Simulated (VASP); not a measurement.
# BaZrS3 (Pnma) in VASP: a series of runs

The runs below take BaZrS3 through relaxation of cell and atoms, with LDA, PBE, r2SCAN.

All numbers are computed with VASP 6.6.1; they aren't measurements. Logs are shortened: lines on timing, memory, paths and dates and some standing lists are left out, and cuts for length are marked.

## (1) The crystal as given

It takes space group Pnma (No. 62, orthorhombic). The conventional cell has a = 7.134 Å, b = 10.042 Å, c = 7.064 Å, α = 90.00°, β = 90.00°, γ = 90.00°. Around Ba (site symmetry m) lie 8 S at 3.18 to 3.46 Å. Zr (site symmetry -1) has 6 S at 2.55 to 2.56 Å as nearest neighbours. S (site symmetry m) has 2 Zr at 2.55 Å as nearest neighbours. Around S (site symmetry 1) lie 2 Zr at 2.55 to 2.56 Å.

The cell is a database's computed one.

## (2) Relaxation of cell and atoms, LDA

INCAR

```
  PREC = Accurate
  ENCUT = 600
  EDIFF = 1E-6
  ISMEAR = 0
  SIGMA = 0.03
  LREAL = F
  LASPH = T
  NELM = 80
  ALGO = Normal
  ISIF = 3
  LWAVE = F
  LCHARG = F
  GGA = CA
  IBRION = 2
  NSW = 90
  EDIFFG = -0.01
  KPAR = 4
```

KPOINTS

```
Automatic mesh
0
Gamma
  4 4 4
```

POSCAR

```
BaZrS3
1.0
    7.1344888100      0.0000000000      0.0000000000
    0.0000000000     10.0418237600      0.0000000000
    0.0000000000      0.0000000000      7.0635613000
Ba Zr S
4 4 12
Direct
    0.0430272500      0.2500000000      0.0087500800
    0.4569727500      0.7500000000      0.5087500800
    0.5430272500      0.2500000000      0.4912499200
    0.9569727500      0.7500000000      0.9912499200
    0.0000000000      0.0000000000      0.5000000000
    0.5000000000      0.0000000000      0.0000000000
    0.5000000000      0.5000000000      0.0000000000
    0.0000000000      0.5000000000      0.5000000000
    0.9941581600      0.2500000000      0.5608972600
    0.5058418400      0.7500000000      0.0608972600
    0.4941581600      0.2500000000      0.9391027400
    0.0058418400      0.7500000000      0.4391027400
    0.2132557900      0.9681785700      0.7866180500
    0.2867442100      0.0318214300      0.2866180500
    0.7132557900      0.5318214300      0.7133819500
    0.7867442100      0.4681785700      0.2133819500
    0.7867442100      0.0318214300      0.2133819500
    0.7132557900      0.9681785700      0.7133819500
    0.2867442100      0.4681785700      0.2866180500
    0.2132557900      0.5318214300      0.7866180500
```

Potentials or basis: VASP PAW LDA potentials, release 64 (Ba_sv, Zr_sv, S).

Run with:

```bash
$ cat potpaw_LDA.64/Ba_sv/POTCAR potpaw_LDA.64/Zr_sv/POTCAR potpaw_LDA.64/S/POTCAR > POTCAR
$ mpirun -np 4 vasp_std > vasp.out
```

OUTCAR:

```text
PREC = Accurate
   ENCUT = 600
   EDIFF = 1E-6
   ISMEAR = 0
   LREAL = F
   LASPH = T
   NELM = 80
   ISIF = 3
   GGA = CA
   IBRION = 2
   NSW = 90
   EDIFFG = -0.01

 ion  position               nearest neighbor table
   1  0.043  0.250  0.009-   9 3.18  16 3.20  17 3.20  11 3.26  14 3.42  19 3.42  13 3.46  20 3.46
                             6 4.12   7 4.12   5 4.29   8 4.29
   2  0.457  0.750  0.509-  10 3.18  15 3.20  18 3.20  12 3.26  13 3.42  20 3.42  19 3.46  14 3.46
                             5 4.12   8 4.12   7 4.29   6 4.29
   3  0.543  0.250  0.491-  11 3.18  14 3.20  19 3.20   9 3.26  17 3.42  16 3.42  18 3.46  15 3.46
                             5 4.12   8 4.12   7 4.29   6 4.29
   4  0.957  0.750  0.991-  12 3.18  13 3.20  20 3.20  10 3.26  18 3.42  15 3.42  16 3.46  17 3.46
                             6 4.12   7 4.12   5 4.29   8 4.29
   5  0.000  0.000  0.500-   9 2.55  12 2.55  13 2.55  17 2.55  14 2.56  18 2.56   2 4.12   3 4.12
                             1 4.29   4 4.29
   6  0.500  0.000  0.000-  10 2.55  11 2.55  14 2.55  18 2.55  17 2.56  13 2.56   1 4.12   4 4.12
                             3 4.29   2 4.29
   7  0.500  0.500  0.000-  10 2.55  11 2.55  15 2.55  19 2.55  16 2.56  20 2.56   1 4.12   4 4.12
                             3 4.29   2 4.29
   8  0.000  0.500  0.500-   9 2.55  12 2.55  16 2.55  20 2.55  19 2.56  15 2.56   2 4.12   3 4.12
                             1 4.29   4 4.29
   9  0.994  0.250  0.561-   5 2.55   8 2.55   1 3.18   3 3.26
  10  0.506  0.750  0.061-   6 2.55   7 2.55   2 3.18   4 3.26
  11  0.494  0.250  0.939-   6 2.55   7 2.55   3 3.18   1 3.26
  12  0.006  0.750  0.439-   5 2.55   8 2.55   4 3.18   2 3.26
  13  0.213  0.968  0.787-   5 2.55   6 2.56   4 3.20   2 3.42   1 3.46
  14  0.287  0.032  0.287-   6 2.55   5 2.56   3 3.20   1 3.42   2 3.46
  15  0.713  0.532  0.713-   7 2.55   8 2.56   2 3.20   4 3.42   3 3.46
  16  0.787  0.468  0.213-   8 2.55   7 2.56   1 3.20   3 3.42   4 3.46
  17  0.787  0.032  0.213-   5 2.55   6 2.56   1 3.20   3 3.42   4 3.46
  18  0.713  0.968  0.713-   6 2.55   5 2.56   2 3.20   4 3.42   3 3.46
  19  0.287  0.468  0.287-   7 2.55   8 2.56   3 3.20   1 3.42   2 3.46
  20  0.213  0.532  0.787-   8 2.55   7 2.56   4 3.20   2 3.42   1 3.46

  LATTYP: Found a simple orthorhombic cell.
 ALAT       =     7.0635613000
 B/A-ratio  =     1.0100413243
 C/A-ratio  =     1.4216375187

  Lattice vectors:

 A1 = (   0.0000000000,   0.0000000000,   7.0635613000)
 A2 = (   7.1344888100,   0.0000000000,   0.0000000000)
 A3 = (   0.0000000000,  10.0418237600,   0.0000000000)

Analysis of symmetry for initial positions (statically):
=====================================================================
 Subroutine PRICEL returns:
 Original cell was already a primitive cell.

 Routine SETGRP: Setting up the symmetry group for a
 simple orthorhombic supercell.

 Subroutine GETGRP returns: Found  8 space group operations
 (whereof  2 operations were pure point group operations)
 out of a pool of  8 trial point group operations.

The static configuration has the point symmetry S_2 .
 The point group associated with its full space group is D_2h.
[... 199 lines left out ...]
  free energy    TOTEN  =      -139.94060591 eV

  energy without entropy =     -139.94060591  energy(sigma->0) =     -139.94060591

 E-fermi :   3.7074     XC(G=0):  -9.7741

 val. band max:        3.4800359138   @ k =   0.0000   0.0000   0.0000
 cond. band min:       4.3837952299   @ k =   0.0000   0.0000   0.0000
 fundamental gap:      0.9037593161
 Fermi energy:         3.7074486056

 k-point     1 :       0.0000    0.0000    0.0000
  band No.  band energies     occupation
      1     -45.1222      2.00000
      2     -45.1219      2.00000
      3     -45.1217      2.00000
      4     -45.1215      2.00000
      5     -23.3285      2.00000
      6     -23.3248      2.00000
[... 2269 lines left out ...]
     91       6.6174      0.00000
     92       6.6174      0.00000

 [... further k-points ...]

 [bands above 92 left out]

------------------------ aborting loop because EDIFF is reached ----------------------------------------

  FORCE on cell =-STRESS in cart. coord.  units (eV):
  Direction    XX          YY          ZZ          XY          YZ          ZX
  --------------------------------------------------------------------------------------
  -------------------------------------------------------------------------------------
  Total      -13.4228193    -13.7570305    -13.6481266      0.0000000      0.0000000      0.0000000
  in kB      -42.4966946    -43.5548084    -43.2100182      0.0000000      0.0000000      0.0000000
  external PRESSURE =     -43.0871737 kB  Pullay stress =       0.0000000 kB
[... 143 lines left out ...]
  FREE ENERGIE OF THE ION-ELECTRON SYSTEM (eV)
  ---------------------------------------------------
  free  energy   TOTEN  =      -140.3369840585 eV

  energy  without entropy=     -140.3369840585  energy(sigma->0) =     -140.33698406

[... ionic steps 4 to 24 ...]

--------------------------------------- Ionic step       25  -------------------------------------------

 number of electron     159.9999992 magnetization

------------------------ aborting loop because EDIFF is reached ----------------------------------------
[... 103 lines left out ...]
--------------------------------------- Ionic step       27  -------------------------------------------

 number of electron     159.9999992 magnetization

 Free energy of the ion-electron system (eV)
  ---------------------------------------------------
  ext. energy  EPLUGINS =         0.00000000
  ---------------------------------------------------
  free energy    TOTEN  =      -140.35703846 eV

  energy without entropy =     -140.35703846  energy(sigma->0) =     -140.35703846

 E-fermi :   4.1344     XC(G=0): -10.0251

 val. band max:        3.9801541574   @ k =   0.0000   0.0000   0.0000
 cond. band min:       4.8199644650   @ k =   0.0000   0.0000   0.0000
 fundamental gap:      0.8398103076
 Fermi energy:         4.1344113006

 k-point     1 :       0.0000    0.0000    0.0000
  band No.  band energies     occupation
      1     -44.4419      2.00000
      2     -44.4416      2.00000
      3     -44.4413      2.00000
      4     -44.4410      2.00000
      5     -22.7040      2.00000
      6     -22.6978      2.00000
[... 2269 lines left out ...]
     91       7.2319      0.00000
     92       7.2319      0.00000

 [... further k-points ...]

 [bands above 92 left out]

------------------------ aborting loop because EDIFF is reached ----------------------------------------

  FORCE on cell =-STRESS in cart. coord.  units (eV):
  Direction    XX          YY          ZZ          XY          YZ          ZX
  --------------------------------------------------------------------------------------
  -------------------------------------------------------------------------------------
  Total       -0.1027509     -0.0487362     -0.0319918      0.0000000      0.0000000     -0.0000000
  in kB       -0.3448263     -0.1635560     -0.1073628      0.0000000      0.0000000     -0.0000000
  external PRESSURE =      -0.2052484 kB  Pullay stress =       0.0000000 kB
[... 35 lines left out ...]
  FREE ENERGIE OF THE ION-ELECTRON SYSTEM (eV)
  ---------------------------------------------------
  free  energy   TOTEN  =      -140.3570384600 eV

  energy  without entropy=     -140.3570384600  energy(sigma->0) =     -140.35703846

 reached required accuracy - stopping structural energy minimisation
```

Run time: 89 min. Hardware: 4 MPI ranks of Intel Xeon 6975P-C (Granite Rapids), shared host; peak memory 1.3 GiB.

Results:

```
Free energy                            : -140.3570 eV
Relaxed volume                         : 23.87 Å³/atom
Relaxed cell                           : a = 7.030 Å, b = 9.853 Å, c = 6.893 Å, α = 90.00°, β = 90.00°, γ = 90.00°
Space group after relaxing (to 0.05 Å) : Pnma (No. 62)
Energy gained by relaxing              : 20.8 meV/atom
Ionic steps                            : 27
Pressure after relaxing                : 0.0 GPa
Largest force after relaxing           : 0.009 eV/Å
Band gap on the k mesh                 : 0.84 eV, direct
```

Forces in eV/Å, atoms in the order of the input:
```
Ba   0.005  0.000 -0.007
Ba  -0.005  0.000 -0.007
Ba   0.005  0.000  0.007
Ba  -0.005  0.000  0.007
Zr   0.000  0.000  0.000
Zr   0.000  0.000  0.000
Zr   0.000  0.000  0.000
Zr   0.000  0.000  0.000
S    0.000  0.000 -0.001
S    0.000  0.000 -0.001
S    0.000  0.000  0.001
S    0.000  0.000  0.001
S   -0.006  0.007  0.002
S    0.006 -0.007  0.002
S   -0.006 -0.007 -0.002
S    0.006  0.007 -0.002
S    0.006 -0.007 -0.002
S   -0.006  0.007 -0.002
S    0.006  0.007  0.002
S   -0.006 -0.007  0.002
```

The path:
```tsv
step	energy change (eV)	largest force (eV/Å)	pressure (GPa)	volume (Å³)
1	0.0000	0.0981	-4.31	506.06
2	-0.1504	0.1242	4.03	457.84
3	-0.3964	0.0534	-0.03	478.20
4	-0.3963	0.0548	0.07	477.65
5	-0.3981	0.0506	0.07	477.58
6	-0.4028	0.0442	0.08	477.38
7	-0.4078	0.0426	0.09	476.97
8	-0.4100	0.0402	-0.01	477.53
9	-0.4112	0.0478	-0.15	478.26
10	-0.4123	0.0465	-0.01	477.45
11	-0.4124	0.0457	0.07	476.95
12	-0.4135	0.0360	0.09	476.85
13	-0.4143	0.0355	0.12	476.66
14	-0.4149	0.0177	-0.16	478.21
15	-0.4151	0.0205	-0.07	477.69
16	-0.4155	0.0108	-0.01	477.39
17	-0.4156	0.0118	0.00	477.32
18	-0.4158	0.0119	0.02	477.19
19	-0.4160	0.0121	0.08	476.84
20	-0.4161	0.0118	0.06	477.00
21	-0.4162	0.0108	-0.03	477.47
22	-0.4162	0.0108	-0.03	477.41
23	-0.4162	0.0112	0.01	477.20
24	-0.4162	0.0110	0.00	477.34
25	-0.4162	0.0109	-0.01	477.38
26	-0.4163	0.0105	-0.02	477.39
27	-0.4164	0.0091	-0.02	477.41
```

Final structure:
```cif
data_structure
_symmetry_space_group_name_H-M 'P 1'
_symmetry_Int_Tables_number 1
_cell_length_a 7.0300
_cell_length_b 9.8527
_cell_length_c 6.8927
_cell_angle_alpha 90.000
_cell_angle_beta 90.000
_cell_angle_gamma 90.000
_cell_volume 477.41
loop_
_atom_site_label
_atom_site_type_symbol
_atom_site_fract_x
_atom_site_fract_y
_atom_site_fract_z
_atom_site_occupancy
Ba1 Ba 0.05270 0.25000 0.01219 1
Ba2 Ba 0.44730 0.75000 0.51219 1
Ba3 Ba 0.55270 0.25000 0.48781 1
Ba4 Ba 0.94730 0.75000 0.98781 1
Zr1 Zr 0.00000 0.00000 0.50000 1
Zr2 Zr 0.50000 0.00000 0.00000 1
Zr3 Zr 0.50000 0.50000 0.00000 1
Zr4 Zr 0.00000 0.50000 0.50000 1
S1 S 0.99567 0.25000 0.56475 1
S2 S 0.50433 0.75000 0.06475 1
S3 S 0.49567 0.25000 0.93525 1
S4 S 0.00433 0.75000 0.43525 1
S5 S 0.20958 0.96579 0.79090 1
S6 S 0.29042 0.03421 0.29090 1
S7 S 0.70958 0.53421 0.70910 1
S8 S 0.79042 0.46579 0.20910 1
S9 S 0.79042 0.03421 0.20910 1
S10 S 0.70958 0.96579 0.70910 1
S11 S 0.29042 0.46579 0.29090 1
S12 S 0.20958 0.53421 0.79090 1
```

Levels at points of the mesh, in eV from the valence-band top:
| k point | band 78 | band 79 | band 80 | band 81 | band 82 | band 83 |
| --- | --- | --- | --- | --- | --- | --- |
| (0.00, 0.00, 0.00) | -0.04 | -0.01 | 0.00 | 0.84 | 0.98 | 1.02 |
| (0.50, 0.00, 0.00) | -0.61 | -0.25 | -0.25 | 1.97 | 1.97 | 2.12 |
| (0.00, 0.50, 0.00) | -0.29 | -0.28 | -0.28 | 1.06 | 1.06 | 1.99 |
| (0.50, 0.50, 0.00) | -0.38 | -0.38 | -0.38 | 2.36 | 2.36 | 2.36 |
| (0.00, 0.00, 0.50) | -0.54 | -0.35 | -0.35 | 2.03 | 2.03 | 2.14 |
| (0.50, 0.00, 0.50) | -0.38 | -0.11 | -0.11 | 0.98 | 0.98 | 2.50 |
| (0.00, 0.50, 0.50) | -0.44 | -0.35 | -0.35 | 2.25 | 2.25 | 2.30 |
| (0.50, 0.50, 0.50) | -0.42 | -0.42 | -0.42 | 2.13 | 2.13 | 2.13 |

Caveat: spin-orbit coupling is left out, which moves the levels of the heavy elements. A k mesh can miss the band edges.

## (3) Relaxation of cell and atoms, LDA

This run uses another cell than the first one, of 23.87 Å³/atom, 0.943 times its volume.

Changes to INCAR since step 2:

```diff
@@ -2,3 +2,3 @@
   ENCUT = 600
-  EDIFF = 1E-6
+  EDIFF = 1E-7
   ISMEAR = 0
@@ -15,3 +15,3 @@
   NSW = 90
-  EDIFFG = -0.01
+  EDIFFG = -0.005
   KPAR = 4
```

KPOINTS is that of step 2.

POSCAR

```
BaZrS3                                  
1.0
    7.0299931254      0.0000000000      0.0000000000
    0.0000000000      9.8526537725      0.0000000000
    0.0000000000      0.0000000000      6.8926720839
  Ba              Zr              S             
     4     4    12
Direct
     0.0527018176564635    0.2500000000000000    0.0121906630811508
     0.4472981823435365    0.7500000000000000    0.5121906630811509
     0.5527018176564634    0.2500000000000000    0.4878093369188493
     0.9472981823435366    0.7500000000000000    0.9878093369188491
     0.0000000000000000    1.0000000000000000    0.5000000000000000
     0.5000000000000000    1.0000000000000000    0.0000000000000000
     0.5000000000000000    0.5000000000000000    0.0000000000000000
     0.0000000000000000    0.5000000000000000    0.5000000000000000
     0.9956658427738539    0.2500000000000000    0.5647494361219684
     0.5043341572261461    0.7500000000000000    0.0647494361219685
     0.4956658427738539    0.2500000000000000    0.9352505638780316
     0.0043341572261462    0.7500000000000000    0.4352505638780315
     0.2095783666245950    0.9657910713236861    0.7908962935432048
     0.2904216333754052    0.0342089286763138    0.2908962935432045
     0.7095783666245949    0.5342089286763139    0.7091037064567952
     0.7904216333754051    0.4657910713236862    0.2091037064567954
     0.7904216333754051    0.0342089286763138    0.2091037064567954
     0.7095783666245949    0.9657910713236861    0.7091037064567952
     0.2904216333754052    0.4657910713236862    0.2908962935432045
     0.2095783666245950    0.5342089286763139    0.7908962935432048
```

Potentials or basis: VASP PAW LDA potentials, release 64 (Ba_sv, Zr_sv, S).

Run with:

```bash
$ cat potpaw_LDA.64/Ba_sv/POTCAR potpaw_LDA.64/Zr_sv/POTCAR potpaw_LDA.64/S/POTCAR > POTCAR
$ mpirun -np 4 vasp_std > vasp.out
```

Run time: 47 min. Hardware: 4 MPI ranks of Intel Xeon 6975P-C (Granite Rapids), shared host; peak memory 1.2 GiB.

It converged, with:

| Quantity | Value |
| --- | --- |
| Free energy | -140.3550 eV |
| Relaxed volume | 23.86 Å³/atom |
| Relaxed cell | a = 7.027 Å, b = 9.858 Å, c = 6.890 Å, α = 90.00°, β = 90.00°, γ = 90.00° |
| Space group after relaxing (to 0.05 Å) | Pnma (No. 62) |
| Energy gained by relaxing | 0.0 meV/atom |
| Ionic steps | 16 |
| Pressure after relaxing | 0.0 GPa |
| Largest force after relaxing | 0.004 eV/Å |
| Band gap on the k mesh | 0.84 eV, direct |

Forces in eV/Å, atoms in the order of the input:
```
Ba   0.003  0.000  0.003
Ba  -0.003  0.000  0.003
Ba   0.003  0.000 -0.003
Ba  -0.003  0.000 -0.003
Zr   0.000  0.000  0.000
Zr   0.000  0.000  0.000
Zr   0.000  0.000  0.000
Zr   0.000  0.000  0.000
S   -0.001  0.000 -0.001
S    0.001  0.000 -0.001
S   -0.001  0.000  0.001
S    0.001  0.000  0.001
S   -0.001  0.001 -0.001
S    0.001 -0.001 -0.001
S   -0.001 -0.001  0.001
S    0.001  0.001  0.001
S    0.001 -0.001  0.001
S   -0.001  0.001  0.001
S    0.001  0.001 -0.001
S   -0.001 -0.001 -0.001
```

The path:
```tsv
step	energy change (eV)	largest force (eV/Å)	pressure (GPa)	volume (Å³)
1	0.0000	0.0090	-0.03	477.41
2	0.0000	0.0084	0.02	477.14
3	0.0000	0.0083	0.02	477.12
4	-0.0001	0.0075	0.02	477.15
5	-0.0002	0.0060	0.00	477.23
6	-0.0002	0.0072	0.00	477.27
7	-0.0002	0.0064	-0.01	477.28
8	-0.0003	0.0056	-0.01	477.29
9	-0.0002	0.0081	-0.02	477.31
10	-0.0003	0.0055	-0.01	477.30
11	-0.0003	0.0053	-0.01	477.24
12	-0.0004	0.0066	0.02	477.07
13	-0.0004	0.0060	0.00	477.20
14	-0.0004	0.0059	-0.01	477.24
15	-0.0004	0.0058	-0.01	477.26
16	-0.0004	0.0043	-0.01	477.24
```

Final structure:
```
Ba Zr S
1.0
     7.02668    0.00000    0.00000
     0.00000    9.85791    0.00000
     0.00000    0.00000    6.88971
Ba Zr S
4 4 12
Direct
  0.05296 0.25000 0.01176
  0.44704 0.75000 0.51176
  0.55296 0.25000 0.48824
  0.94704 0.75000 0.98824
  0.00000 0.00000 0.50000
  0.50000 0.00000 0.00000
  0.50000 0.50000 0.00000
  0.00000 0.50000 0.50000
  0.99595 0.25000 0.56406
  0.50405 0.75000 0.06406
  0.49595 0.25000 0.93594
  0.00405 0.75000 0.43594
  0.20881 0.96624 0.79166
  0.29119 0.03376 0.29166
  0.70881 0.53376 0.70834
  0.79119 0.46624 0.20834
  0.79119 0.03376 0.20834
  0.70881 0.96624 0.70834
  0.29119 0.46624 0.29166
  0.20881 0.53376 0.79166
```

Levels at points of the mesh, in eV from the valence-band top:
| k point | band 78 | band 79 | band 80 | band 81 | band 82 | band 83 |
| --- | --- | --- | --- | --- | --- | --- |
| (0.00, 0.00, 0.00) | -0.04 | -0.01 | 0.00 | 0.84 | 0.97 | 1.02 |
| (0.50, 0.00, 0.00) | -0.60 | -0.26 | -0.26 | 1.97 | 1.97 | 2.12 |
| (0.00, 0.50, 0.00) | -0.29 | -0.28 | -0.28 | 1.06 | 1.06 | 1.99 |
| (0.50, 0.50, 0.00) | -0.38 | -0.38 | -0.38 | 2.35 | 2.35 | 2.35 |
| (0.00, 0.00, 0.50) | -0.54 | -0.35 | -0.35 | 2.02 | 2.02 | 2.14 |
| (0.50, 0.00, 0.50) | -0.38 | -0.11 | -0.11 | 0.98 | 0.98 | 2.50 |
| (0.00, 0.50, 0.50) | -0.45 | -0.35 | -0.35 | 2.26 | 2.26 | 2.30 |
| (0.50, 0.50, 0.50) | -0.43 | -0.43 | -0.43 | 2.13 | 2.13 | 2.13 |

Caveat: spin-orbit coupling is left out, which moves the levels of the heavy elements.

[end of part 1 of 3]
